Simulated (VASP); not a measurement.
# PbSe (Clausthalite) (Fm-3m) in VASP: further runs

Aim: see how the results for PbSe (Clausthalite) move with the level of theory and the settings. Levels: RPBE, revPBE+D3(BJ), BLYP+D4, LDA. Tasks: single point.

All numbers are computed with VASP 6.6.1; they aren't measurements. Logs are shortened: lines on timing, memory, paths and dates and some standing lists are left out, and cuts for length are marked.

**Measured values to compare with.**

From a printed reference work, monograph, for a bulk crystal of PbSe at 4.2 K: band gap 0.15 eV (direct).

The results are compared with them further down.

### Step 1. The cell of the first run

It takes space group Fm-3m (No. 225, cubic). The conventional cell has a = 5.996 Å, b = 5.996 Å, c = 5.996 Å, α = 90.00°, β = 90.00°, γ = 90.00°. Pb (site symmetry m-3m) has 6 Se at 3.00 Å within 3.9 Å. Within 3.9 Å of Se (site symmetry m-3m) lie 6 Pb at 3.00 Å.

### Step 2. Single point, RPBE

File INCAR:

```
SYSTEM = PbSe
ALGO = Normal
EDIFF = 1E-6
ENCUT = 520
GGA = RP
ISIF = 2
ISMEAR = -1
LASPH = .TRUE.
LCHARG = .FALSE.
LREAL = .FALSE.
LWAVE = .FALSE.
NBANDS = 17
NELM = 100
PREC = Accurate
SIGMA = 0.05
```

File KPOINTS:

```
k-points
0
G
  8 8 8
  0 0 0
```

File POSCAR:

```
PbSe
1.0
    0.0000000000      2.9981702236      2.9981702236
    2.9981702236      0.0000000000      2.9981702236
    2.9981702236      2.9981702236      0.0000000000
Pb Se
1 1
Direct
    0.0000000000      0.0000000000      0.0000000000
    0.5000000000      0.5000000000      0.5000000000
```

Potentials or basis: VASP PAW PBE potentials, release 64 (Pb_d, Se).

The run is started by

```console
$ cat potpaw_PBE.64/Pb_d/POTCAR potpaw_PBE.64/Se/POTCAR > POTCAR
$ mpirun -np 1 vasp_std > vasp.out
```

OUTCAR:

```text
SYSTEM = PbSe
   EDIFF = 1E-6
   ENCUT = 520
   GGA = RP
   ISIF = 2
   ISMEAR = -1
   LASPH = .TRUE.
   LREAL = .FALSE.
   NELM = 100
   PREC = Accurate

 ion  position               nearest neighbor table
   1  0.000  0.000  0.000-   2 3.00   2 3.00   2 3.00   2 3.00   2 3.00   2 3.00
   2  0.500  0.500  0.500-   1 3.00   1 3.00   1 3.00   1 3.00   1 3.00   1 3.00

  LATTYP: Found a face centered cubic cell.
 ALAT       =     5.9963404472

  Lattice vectors:

 A1 = (   0.0000000000,   2.9981702236,   2.9981702236)
 A2 = (   2.9981702236,   0.0000000000,   2.9981702236)
 A3 = (   2.9981702236,   2.9981702236,   0.0000000000)

Analysis of symmetry for initial positions (statically):
=====================================================================
 Subroutine PRICEL returns:
 Original cell was already a primitive cell.

 Routine SETGRP: Setting up the symmetry group for a
 face centered cubic supercell.

 Subroutine GETGRP returns: Found 48 space group operations
 (whereof 48 operations were pure point group operations)
 out of a pool of 48 trial point group operations.

The static configuration has the point symmetry O_h .

Analysis of symmetry for dynamics (positions and initial velocities):
=====================================================================
 Subroutine PRICEL returns:
 Original cell was already a primitive cell.

 Routine SETGRP: Setting up the symmetry group for a
 face centered cubic supercell.

 Subroutine GETGRP returns: Found 48 space group operations
 (whereof 48 operations were pure point group operations)
 out of a pool of 48 trial point group operations.

The dynamic configuration has the point symmetry O_h .

 Subroutine INISYM returns: Found 48 space group operations
 (whereof 48 operations are pure point group operations),
 and found     1 'primitive' translations

----------------------------------------------------------------------------------------

                                     Primitive cell

  volume of cell :      53.9013

  direct lattice vectors                    reciprocal lattice vectors
     0.000000000  2.998170224  2.998170224    -0.166768383  0.166768383  0.166768383
     2.998170224  0.000000000  2.998170224     0.166768383 -0.166768383  0.166768383
     2.998170224  2.998170224  0.000000000     0.166768383  0.166768383 -0.166768383

  length of vectors
     4.240052993  4.240052993  4.240052993     0.288851312  0.288851312  0.288851312

  position of ions in fractional coordinates (direct lattice)
     0.000000000  0.000000000  0.000000000
     0.500000000  0.500000000  0.500000000

  ion indices of the primitive-cell ions
   primitive index   ion index
                 1           1
                 2           2

----------------------------------------------------------------------------------------

 KPOINTS: k-points

Automatic generation of k-mesh.
 Grid dimensions read from file:
 generate k-points for:    8    8    8

 Generating k-lattice:

  Cartesian coordinates                     Fractional coordinates (reciprocal lattice)
    -0.020846048  0.020846048  0.020846048     0.125000000  0.000000000  0.000000000
     0.020846048 -0.020846048  0.020846048     0.000000000  0.125000000  0.000000000
     0.020846048  0.020846048 -0.020846048     0.000000000  0.000000000  0.125000000

  Length of vectors
     0.036106414  0.036106414  0.036106414

  Shift w.r.t. Gamma in fractional coordinates (k-lattice)
     0.000000000  0.000000000  0.000000000

 Subroutine IBZKPT returns following result:
 ===========================================

 Found     29 irreducible k-points:

 Following reciprocal coordinates:
            Coordinates               Weight
  0.000000  0.000000  0.000000      1.000000
  0.125000  0.000000  0.000000      8.000000
  0.250000  0.000000  0.000000      8.000000
  0.375000  0.000000  0.000000      8.000000
  0.500000  0.000000  0.000000      4.000000
  0.125000  0.125000  0.000000      6.000000
[... 16 lines left out ...]
  0.500000  0.250000  0.125000     48.000000
 -0.375000  0.250000  0.125000     24.000000
 [... further k-points ...]
   k-points           NKPTS =     29   k-points in BZ     NKDIM =     29   number of bands    NBANDS=     17
   number of dos      NEDOS =    301   number of ions     NIONS =      2
   total plane-waves  NPLWV =  32768
   dimension x,y,z NGX =    32 NGY =   32 NGZ =   32
   dimension x,y,z NGXF=    64 NGYF=   64 NGZF=   64
   ions per type =               1   1
   NGX,Y,Z   is equivalent  to a cutoff of  12.55, 12.55, 12.55 a.u.
   NGXF,Y,Z  is equivalent  to a cutoff of  25.09, 25.09, 25.09 a.u.
 SYSTEM =  PbSe
   PREC   = accura    normal or accurate (medium, high low for compatibility)
   ISTART =      0    job   : 0-new  1-cont  2-samecut
   ICHARG =      2    charge: 1-file 2-atom 10-const
   ISPIN  =      1    spin polarized calculation?
   LNONCOLLINEAR =      F non collinear calculations
   LSORBIT =      F    spin-orbit coupling
   LASPH  =      T    aspherical Exc in radial PAW
   ENCUT  =  520.0 eV  38.22 Ry    6.18 a.u.   7.88  7.88  7.88*2*pi/ulx,y,z
   NELM   =    100;   NELMIN=  2; NELMDL= -5     # of ELM steps
   EDIFF  = 0.1E-05   stopping-criterion for ELM
   LREAL  =      F    real-space projection
   EDIFFG = 0.1E-04   stopping-criterion for IOM
   NSW    =      0    number of steps for IOM
   IBRION =     -1    ionic relax: 0-MD 1-quasi-New 2-CG
   NFREE  =      0    steps in history (QN), initial steepest desc. (CG)
   ISIF   =      2    stress and relaxation
   ISYM   =      2    0-nonsym 1-usesym 2-fastsym
   POTIM  = 0.5000    time-step for ionic-motion
   TEBEG  =    0.0;   TEEND  =   0.0 temperature during run
   PSTRESS=    0.0 pullay stress
   NELECT =      20.0000    total number of electrons
   NUPDOWN=      -1.0000    fix difference up-down
   EMIN   =  10.00;   EMAX   =-10.00  energy-range for DOS
   EFERMI =   0.00;   METHOD = LEGACY
   ISMEAR =    -1;   SIGMA  =   0.05  broadening in eV -4-tet -1-fermi 0-gaus
   EFERMI_NEDOS =   21; number of points for ismear=-14 and -15
   IALGO  =     38    algorithm
   IMIX   =      4    mixing-type and parameters
     AMIX     =   0.40;   BMIX     =  1.00
     AMIX_MAG =   1.60;   BMIX_MAG =  1.00
  volume/ion in A,a.u.               =      26.95       181.87
  Fermi-wavevector in a.u.,A,eV,Ry     =   1.176391  2.223058 18.829061  1.383897
  Thomas-Fermi vector in A             =   2.312756
   LORBIT       =      0    0 simple, 1 ext, 2 COOP (PROOUT), +10 PAW based schemes
   GGA     = RP    functional components
   LHFCALC =     F    Hartree Fock is set to
   AEXX    =    0.0000 exact exchange contribution
   IVDW    =     0    specifies the selected vdW correction
   LEPSILON=     F    determine dielectric tensor
   LRPA    =     F    only Hartree local field effects (RPA)
 non-spin polarized calculation
  energy-cutoff  :      520.00
  volume of cell :       53.90
 maximum number of plane-waves:      1475
   NGX = 15   NGY = 15   NGZ = 15

 number of electron      20.0000001 magnetization

 Free energy of the ion-electron system (eV)
  ---------------------------------------------------
  ext. energy  EPLUGINS =         0.00000000
  ---------------------------------------------------
  free energy    TOTEN  =        -7.32983399 eV

  energy without entropy =       -7.32907075  energy(sigma->0) =       -7.32945237

 E-fermi :   6.1243     XC(G=0):  -9.6813

 val. band max:        6.0522876176   @ k =   0.5000   0.0000   0.0000
 cond. band min:       6.1963826492   @ k =   0.5000   0.0000   0.0000
 fundamental gap:      0.1440950316
 Fermi energy:         6.1243400087

 k-point     1 :       0.0000    0.0000    0.0000
  band No.  band energies     occupation
      1     -11.0387      2.00000
      2     -11.0387      2.00000
      3     -11.0387      2.00000
      4     -11.0339      2.00000
      5     -11.0339      2.00000
      6      -8.1407      2.00000
[... 9 lines left out ...]
     16      12.3840      0.00000
     17      14.0799      0.00000

 k-point     2 :       0.1250    0.0000    0.0000
  band No.  band energies     occupation
      1     -11.0399      2.00000
      2     -11.0399      2.00000
      3     -11.0381      2.00000
      4     -11.0314      2.00000
      5     -11.0314      2.00000
      6      -8.0089      2.00000
[... 9 lines left out ...]
     16      12.7506      0.00000
     17      15.3475      0.00000

 k-point     3 :       0.2500    0.0000    0.0000
  band No.  band energies     occupation
      1     -11.0510      2.00000
      2     -11.0510      2.00000
      3     -11.0370      2.00000
      4     -11.0172      2.00000
      5     -11.0172      2.00000
      6      -7.6437      2.00000
[... 9 lines left out ...]
     16      13.6418      0.00000
     17      17.5215      0.00000

 k-point     4 :       0.3750    0.0000    0.0000
  band No.  band energies     occupation
      1     -11.0623      2.00000
      2     -11.0623      2.00000
      3     -11.0364      2.00000
      4     -11.0026      2.00000
      5     -11.0026      2.00000
      6      -7.1728      2.00000
[... 9 lines left out ...]
     16      14.9658      0.00000
     17      17.8130      0.00000
[... 343 lines left out ...]
      1     -11.0883      2.00000
      2     -11.0420      2.00000
      3     -11.0387      2.00000
      4     -11.0122      2.00000
      5     -11.0067      2.00000
      6      -7.3202      2.00000
[... 9 lines left out ...]
     16      15.6644      0.00000
     17      16.0744      0.00000

 k-point    23 :       0.5000    0.2500    0.1250
  band No.  band energies     occupation
      1     -11.1055      2.00000
      2     -11.0468      2.00000
      3     -11.0339      2.00000
      4     -11.0087      2.00000
      5     -10.9986      2.00000
      6      -6.8952      2.00000
[... 9 lines left out ...]
     16      16.0382      0.00000
     17      17.2205      0.00000

 k-point    24 :      -0.3750    0.2500    0.1250
  band No.  band energies     occupation
      1     -11.1117      2.00000
      2     -11.0509      2.00000
      3     -11.0260      2.00000
      4     -11.0132      2.00000
      5     -10.9939      2.00000
      6      -6.6815      2.00000
[... 9 lines left out ...]
     16      16.8616      0.00000
     17      17.0574      0.00000

 [... further k-points ...]

------------------------ aborting loop because EDIFF is reached ----------------------------------------

  FORCE on cell =-STRESS in cart. coord.  units (eV):
  Direction    XX          YY          ZZ          XY          YZ          ZX
  --------------------------------------------------------------------------------------
  -------------------------------------------------------------------------------------
  Total        2.8075954      2.8075954      2.8075954      0.0000000     -0.0000000     -0.0000000
  in kB       83.4538250     83.4538250     83.4538250      0.0000000     -0.0000000     -0.0000000
  external PRESSURE =      83.4538250 kB  Pullay stress =       0.0000000 kB

 VOLUME and BASIS-vectors are now :
 -----------------------------------------------------------------------------
  energy-cutoff  :      520.00
  volume of cell :       53.90
      direct lattice vectors                 reciprocal lattice vectors
     0.000000000  2.998170224  2.998170224    -0.166768383  0.166768383  0.166768383
     2.998170224  0.000000000  2.998170224     0.166768383 -0.166768383  0.166768383
     2.998170224  2.998170224  0.000000000     0.166768383  0.166768383 -0.166768383

 POSITION                                       TOTAL-FORCE (eV/Angst)
 -----------------------------------------------------------------------------------
      0.00000      0.00000      0.00000        -0.000000     -0.000000      0.000000
      2.99817      2.99817      2.99817         0.000000      0.000000     -0.000000
 -----------------------------------------------------------------------------------
    total drift:                                0.000000     -0.000000     -0.000000

  FREE ENERGIE OF THE ION-ELECTRON SYSTEM (eV)
  ---------------------------------------------------
  free  energy   TOTEN  =        -7.3298339914 eV

  energy  without entropy=       -7.3290707454  energy(sigma->0) =       -7.32945237
```

Run time: 18 s. Hardware: 1 thread of Intel Xeon Platinum 8259CL at 2.50GHz (Skylake/Cascade Lake), shared host; peak memory 0.18 GiB.

Results:

```
Free energy            : -7.3298 eV
Pressure               : 8.3 GPa
Band gap on the k mesh : 0.14 eV, direct
```

Caveat: the PAW data sets were made with another functional, which shifts forces and pressure a little; spin-orbit coupling is left out, which moves the levels of the heavy elements.

(Part 1 of 2 ends here.)
